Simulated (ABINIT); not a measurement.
# InAs (F-43m) in ABINIT: notebook

One crystal, InAs, is run at these levels: PBE, LDA; tasks: single point.

All numbers are computed with ABINIT 10.8.3 (patched build); they aren't measurements. Logs are shortened: lines on timing, memory, paths and dates and some standing lists are left out, and cuts for length are marked. The log counts tension as positive stress, the text compression.

**Measured values to compare with.**

A printed reference work, data compilation reports, for a bulk crystal of InAs at 4.2 K: band gap 0.418 eV (direct).

The runs below are set against these values where they give the same quantity.

## (1) The crystal as given

The structure is cubic, space group F-43m (No. 216). The conventional cell has a = 6.036 Å, b = 6.036 Å, c = 6.036 Å, α = 90.00°, β = 90.00°, γ = 90.00°. In (site symmetry -43m) is surrounded by 4 As at 2.61 Å. Around As (site symmetry -43m) lie 4 In at 2.61 Å.

## (2) Single point, PBE, spin-orbit coupling, no magnetisation

File run.abi:

```
# Pseudopotentials
pp_dirpath "./"
pseudos "In.GGA_PBE-JTH.xml, As.GGA_PBE-JTH.xml"

# Structure
acell 4.2680965312 4.2680965312 4.2680965312 Angstrom
rprim
     0.0000000000     0.7071067812     0.7071067812
     0.7071067812     0.0000000000     0.7071067812
     0.7071067812     0.7071067812     0.0000000000
ntypat 2
znucl 49 33
natom 2
typat 1 2
xred
     0.0000000000     0.0000000000     0.0000000000
     0.7500000000     0.7500000000     0.7500000000

# Plane-wave basis
ecut 16.0
pawecutdg 32.0

# k points
kptopt 4
ngkpt 6 6 6
nshiftk 1
shiftk 0.0 0.0 0.0

# Exchange and correlation
ixc 11

# Bands and occupations
nband 36
occopt 3
tsmear 0.00183747

# Spin
nspinor 2
nspden 1
pawspnorb 1

# SCF cycle
nstep 100
tolvrs 1.0e-9

# Output
iomode 3
prtwf 0
prtden 0
prteig 0
prtebands 0
prtvol 2
```

Potentials or basis: JTH PAW PBE v2.0.

Run with:

```console
> abinit run.abi > log 2>&1
```

run.abo:

```text
.Version 10.8.3 of ABINIT
 Symmetries : space group F2 3 (#196); Bravais cF (face-center cubic)
================================================================================
 Values of the parameters that define the memory need of the present run
     intxc =       0    ionmov =       0      iscf =      17    lmnmax =      18
     lnmax =       6     mgfft =      30  mpssoang =       3    mqgrid =    3001
     natom =       2  nloc_mem =       2    nspden =       1   nspinor =       2
    nsppol =       1      nsym =      12    n1xccc =       1    ntypat =       2
    occopt =       3   xclevel =       2
       mpw =        1158          nfft =       27000          nkpt =          25
 PAW method is used; the additional fine FFT grid is defined by:
   mgfftf=        45    nfftf =     91125
================================================================================
================================================================================

--------------------------------------------------------------------------------
------------- Echo of variables that govern the present computation ------------
--------------------------------------------------------------------------------
 -outvars: echo values of preprocessed input variables --------
            acell      8.0655335229E+00  8.0655335229E+00  8.0655335229E+00 Bohr
              amu      1.14820000E+02  7.49215900E+01
             ecut      1.60000000E+01 Hartree
              ixc          11
           kptopt           4
         kptrlatt        6    0    0      0    6    0      0    0    6
          kptrlen      4.83932011E+01
            natom           2
            nband          36
            ngfft          30      30      30
          ngfftdg          45      45      45
             nkpt          25
          nspinor           2
            nstep         100
             nsym          12
           ntypat           2
           occopt           3
        pawcpxocc           2
        pawecutdg      3.20000000E+01 Hartree
        pawspnorb           1
         pawxcdev           0
           prtden           0
        prtebands           0
           prteig           0
           prtvol           2
            prtwf           0
            rprim      0.0000000000E+00  7.0710678120E-01  7.0710678120E-01
                       7.0710678120E-01  0.0000000000E+00  7.0710678120E-01
                       7.0710678120E-01  7.0710678120E-01  0.0000000000E+00
          spgroup         196
           tolvrs      1.00000000E-09
           tsmear      1.83747000E-03 Hartree
            typat      1  2
           useylm           1
           xangst      0.0000000000E+00  0.0000000000E+00  0.0000000000E+00
                       4.5270000000E+00  4.5270000000E+00  4.5270000000E+00
            xcart      0.0000000000E+00  0.0000000000E+00  0.0000000000E+00
                       8.5547901721E+00  8.5547901721E+00  8.5547901721E+00
             xred      0.0000000000E+00  0.0000000000E+00  0.0000000000E+00
                       7.5000000000E-01  7.5000000000E-01  7.5000000000E-01
            znucl       49.00000   33.00000

================================================================================

 chkinp: Checking input parameters for consistency.

================================================================================
== DATASET  1 ==================================================================

--- !DatasetInfo
iteration_state: {dtset: 1, }
dimensions: {natom: 2, nkpt: 25, mband: 36, nsppol: 1, nspinor: 2, nspden: 1, mpw: 1158, }
cutoff_energies: {ecut:  16.0, pawecutdg:  32.0, }
electrons: {nelect:   2.80000000E+01, charge:   0.00000000E+00, occopt:   3.00000000E+00, tsmear:   1.83747000E-03, }
meta: {optdriver: 0, ionmov: 0, optcell: 0, iscf: 17, paral_kgb: 0, }
...

 Exchange-correlation functional for the present dataset will be:
  GGA: Perdew-Burke-Ernzerhof functional - ixc=11
  J.P.Perdew, K.Burke, M.Ernzerhof, PRL 77, 3865 (1996)

 Real(R)+Recip(G) space primitive vectors, cartesian coordinates (Bohr,Bohr^-1):
 R(1)=  0.0000000  5.7031934  5.7031934  G(1)= -0.0876702  0.0876702  0.0876702
 R(2)=  5.7031934  0.0000000  5.7031934  G(2)=  0.0876702 -0.0876702  0.0876702
 R(3)=  5.7031934  5.7031934  0.0000000  G(3)=  0.0876702  0.0876702 -0.0876702
[... 246 lines left out ...]
  3.51E-14 3.08E-14 3.52E-14 3.10E-14 3.48E-14 2.21E-14 4.21E-14 7.02E-14
  1.96E-14 3.39E-14 9.41E-14 6.19E-14 3.85E-14 5.53E-14 1.20E-13 6.98E-14
  4.65E-14 2.20E-14 4.13E-14 3.55E-14 4.34E-13 4.75E-13 6.08E-13 5.89E-13
  1.77E-13 9.92E-14 1.37E-13 9.95E-14 4.51E-13 4.35E-13 4.48E-13 4.30E-13
  5.07E-13 5.71E-13 2.62E-12 2.53E-12
 reduced coordinates (array xred) for    2 atoms
       0.000000000000      0.000000000000      0.000000000000
       0.750000000000      0.750000000000      0.750000000000
 rms dE/dt=  0.0000E+00; max dE/dt=  0.0000E+00; dE/dt below (all hartree)
    1       0.000000000000      0.000000000000      0.000000000000
    2       0.000000000000      0.000000000000      0.000000000000

 cartesian coordinates (angstrom) at end:
    1      0.00000000000000     0.00000000000000     0.00000000000000
    2      4.52700000004158     4.52700000004158     4.52700000004158

 cartesian forces (hartree/bohr) at end:
    1     -0.00000000000000    -0.00000000000000    -0.00000000000000
    2     -0.00000000000000    -0.00000000000000    -0.00000000000000
 frms,max,avg= 0.0000000E+00 0.0000000E+00   0.000E+00  0.000E+00  0.000E+00 h/b

 cartesian forces (eV/Angstrom) at end:
    1     -0.00000000000000    -0.00000000000000    -0.00000000000000
    2     -0.00000000000000    -0.00000000000000    -0.00000000000000
 frms,max,avg= 0.0000000E+00 0.0000000E+00   0.000E+00  0.000E+00  0.000E+00 e/A
 length scales=  8.065533522905  8.065533522905  8.065533522905 bohr
              =  4.268096531200  4.268096531200  4.268096531200 angstroms
 Fermi (or HOMO) energy (hartree) =   0.15642   Average Vxc (hartree)=  -0.33231
 Eigenvalues (hartree) for nkpt=  25  k points:
 kpt#   1, nband= 36, wtk=  0.00463, kpt=  0.0000  0.0000  0.0000 (reduced coord)
  -1.14923   -1.14923   -1.14923   -1.14923   -1.12263   -1.12263   -1.12247   -1.12247
  -1.12247   -1.12247   -0.39345   -0.39345   -0.39345   -0.39345   -0.36449   -0.36449
  -0.36130   -0.36130   -0.36130   -0.36130   -0.28542   -0.28542    0.14380    0.14380
   0.14515    0.14515    0.15635    0.15635    0.15635    0.15635    0.28399    0.28399
   0.30117    0.30117    0.30117    0.30117
      occupation numbers for kpt#   1
   1.00000    1.00000    1.00000    1.00000    1.00000    1.00000    1.00000    1.00000
   1.00000    1.00000    1.00000    1.00000    1.00000    1.00000    1.00000    1.00000
   1.00000    1.00000    1.00000    1.00000    1.00000    1.00000    0.99896    0.99896
   0.99783    0.99783    0.50880    0.50880    0.50880    0.50880    0.00000    0.00000
   0.00000    0.00000    0.00000    0.00000
 kpt#   2, nband= 36, wtk=  0.01852, kpt=  0.1667  0.0000  0.0000 (reduced coord)
  -1.14923   -1.14923   -1.14923   -1.14923   -1.12263   -1.12263   -1.12247   -1.12247
  -1.12247   -1.12247   -0.39371   -0.39371   -0.39354   -0.39321   -0.36475   -0.36475
  -0.36178   -0.36178   -0.36120   -0.36080   -0.27487   -0.27487    0.05972    0.05972
   0.13609    0.13609    0.14453    0.14498    0.19790    0.19790    0.30397    0.30397
[... 268 lines left out ...]
   1.00000    1.00000    1.00000    1.00000    1.00000    1.00000    1.00000    1.00000
   1.00000    1.00000    1.00000    1.00000    0.00000    0.00000    0.00000    0.00000
   0.00000    0.00000    0.00000    0.00000
 kpt#  25, nband= 36, wtk=  0.02778, kpt=  0.5000 -0.3333  0.1667 (reduced coord)
  -1.14923   -1.14923   -1.14923   -1.14922   -1.12262   -1.12262   -1.12247   -1.12247
  -1.12247   -1.12246   -0.39679   -0.39452   -0.39227   -0.39184   -0.36856   -0.36394
  -0.36147   -0.36124   -0.36060   -0.36002   -0.20917   -0.20887   -0.06048   -0.05877
   0.04638    0.04775    0.04946    0.05201    0.26396    0.26716    0.27702    0.28047
   0.38607    0.39189    0.40878    0.41031
      occupation numbers for kpt#  25
   1.00000    1.00000    1.00000    1.00000    1.00000    1.00000    1.00000    1.00000
   1.00000    1.00000    1.00000    1.00000    1.00000    1.00000    1.00000    1.00000
   1.00000    1.00000    1.00000    1.00000    1.00000    1.00000    1.00000    1.00000
   1.00000    1.00000    1.00000    1.00000    0.00000    0.00000    0.00000    0.00000
   0.00000    0.00000    0.00000    0.00000
 Total charge density [el/Bohr^3]
)     Maximum=    3.8171E+00  at reduced coord.    0.7556    0.7556    0.7556
)Next maximum=    3.8171E+00  at reduced coord.    0.7333    0.7556    0.7556
)     Minimum=    1.8541E-03  at reduced coord.    0.5111    0.4889    0.4889
)Next minimum=    1.8541E-03  at reduced coord.    0.4889    0.5111    0.4889
   Integrated=    2.8000E+01

--- !EnergyTerms
iteration_state     : {dtset: 1, }
comment             : Components of total free energy in Hartree
kinetic             :  1.79458876998071E+01
hartree             :  6.04262298088570E+01
xc                  : -9.72081357011649E+00
Ewald energy        : -9.28949151391358E+01
psp_core            :  3.70423402498194E+00
local_psp           : -1.60716590574294E+02
PAW spherical_terms :  9.33332904751459E+00
internal            : -1.71922638702386E+02
'-kT*entropy'       : -2.57983443147406E-05
total_energy        : -1.71922664500730E+02
total_energy_eV     : -4.67825402816758E+03
...

--- !EnergyTermsDC
iteration_state     : {dtset: 1, }
comment             : '"Double-counting" decomposition of free energy'
band_energy         : -1.52805834262846E+01
Ewald energy        : -9.28949151391358E+01
psp_core            :  3.70423402498194E+00
xc_dc               : -6.26350027027031E+01
PAW spherical_terms : -4.81636927869096E+00
internal            : -1.71922636521832E+02
'-kT*entropy'       : -2.57983443147406E-05
total_energy_dc     : -1.71922662320177E+02
total_energy_dc_eV  : -4.67825396883170E+03
...

--- !EnergyTermsWithPAWCore
iteration_state     : {dtset: 1, }
comment             : 'Components of total free energy, including PAW core contributions'
Total energy        : -8.14271403588879E+03
Total energy DC     : -8.14271403370823E+03
Total energy (eV)   : -2.21574536721141E+05
Total energy DC (eV): -2.21574536661805E+05
...

 Cartesian components of stress tensor (hartree/bohr^3)
  sigma(1 1)= -1.31951213E-04  sigma(3 2)=  0.00000000E+00
  sigma(2 2)= -1.31951213E-04  sigma(3 1)=  0.00000000E+00
  sigma(3 3)= -1.31951213E-04  sigma(2 1)=  0.00000000E+00

-Cartesian components of stress tensor (GPa)         [Pressure=  3.8821E+00 GPa]
- sigma(1 1)= -3.88213871E+00  sigma(3 2)=  0.00000000E+00
- sigma(2 2)= -3.88213871E+00  sigma(3 1)=  0.00000000E+00
- sigma(3 3)= -3.88213871E+00  sigma(2 1)=  0.00000000E+00

== END DATASET(S) ==============================================================
================================================================================

 -outvars: echo values of variables after computation  --------
            acell      8.0655335229E+00  8.0655335229E+00  8.0655335229E+00 Bohr
           etotal     -1.7192266232E+02
            fcart     -0.0000000000E+00 -0.0000000000E+00 -0.0000000000E+00
                      -0.0000000000E+00 -0.0000000000E+00 -0.0000000000E+00
            rprim      0.0000000000E+00  7.0710678120E-01  7.0710678120E-01
                       7.0710678120E-01  0.0000000000E+00  7.0710678120E-01
                       7.0710678120E-01  7.0710678120E-01  0.0000000000E+00
           strten     -1.3195121276E-04 -1.3195121276E-04 -1.3195121276E-04
                       0.0000000000E+00  0.0000000000E+00  0.0000000000E+00
           xangst      0.0000000000E+00  0.0000000000E+00  0.0000000000E+00
                       4.5270000000E+00  4.5270000000E+00  4.5270000000E+00
             xred      0.0000000000E+00  0.0000000000E+00  0.0000000000E+00
                       7.5000000000E-01  7.5000000000E-01  7.5000000000E-01
 Calculation completed.
```

It took 53 s on 1 thread of Intel Xeon 6975P-C (Granite Rapids), shared host; peak memory 0.13 GiB.

Results:

| Quantity | Value |
| --- | --- |
| Free energy | -4678.2540 eV |
| Band gap on the k mesh | none (metal or under the smearing width) |
| Valence electrons inside the program's atomic spheres | In 11.23; As 12.70 |

Caveat: the cutoff is too short for stress, so the log's stress isn't used; this crystal is a semiconductor, whose small gap the functional closes, so the metal is an error of the method.

## (3) Single point, PBE

run.abi: that of step 2 with these lines changed.

```diff
@@ -2,3 +2,3 @@
 pp_dirpath "./"
-pseudos "In.GGA_PBE-JTH.xml, As.GGA_PBE-JTH.xml"
+pseudos "In.GGA_PBE-JTH_sp.xml, As.GGA_PBE-JTH_sp.xml"
 
@@ -19,7 +19,7 @@
 # Plane-wave basis
-ecut 16.0
-pawecutdg 32.0
+ecut 272.113862 eV
+pawecutdg 20.0
 
 # k points
-kptopt 4
+kptopt 1
 ngkpt 6 6 6
@@ -32,10 +32,5 @@
 # Bands and occupations
-nband 36
+nband 8
 occopt 3
-tsmear 0.00183747
-
-# Spin
-nspinor 2
-nspden 1
-pawspnorb 1
+tsmear 0.05 eV
 
@@ -48,5 +43,7 @@
 prtwf 0
-prtden 0
 prteig 0
 prtebands 0
-prtvol 2
+prtden 1
+prtvha 1
+prtvclmb 1
+prtpot 1
```

Potentials or basis: JTH PAW PBE v2.0 sp.

Run with:

```console
> abinit run.abi > log 2>&1
```

Run time: 3 s. Hardware: 1 thread of Intel Xeon 6975P-C (Granite Rapids), shared host; peak memory 0.1 GiB.

It converged, with:

```yaml
Free_energy: -231.5514 eV
Band_gap_on_the_k_mesh: none (metal or under the smearing width)
```

Levels at points of the mesh, in eV from the Fermi level:
```tsv
k point	band 1	band 2	band 3	band 4	band 5	band 6	band 7	band 8
(0.00, 0.00, 0.00)	-11.93	-0.14	-0.04	-0.04	-0.04	3.93	3.93	3.93
(0.50, 0.00, 0.00)	-10.64	-5.81	-1.03	-1.03	0.97	4.68	4.68	6.92
(0.50, 0.50, 0.00)	-10.13	-5.89	-2.37	-2.37	1.51	2.04	9.31	9.32
```

Caveat: the cutoff is too short for stress, so the log's stress isn't used; this set keeps more shells in the core, which shifts pressures and gaps; this crystal is a semiconductor, whose small gap the functional closes, so the metal is an error of the method; the atomic spheres overlap.

[end of part 1 of 2]
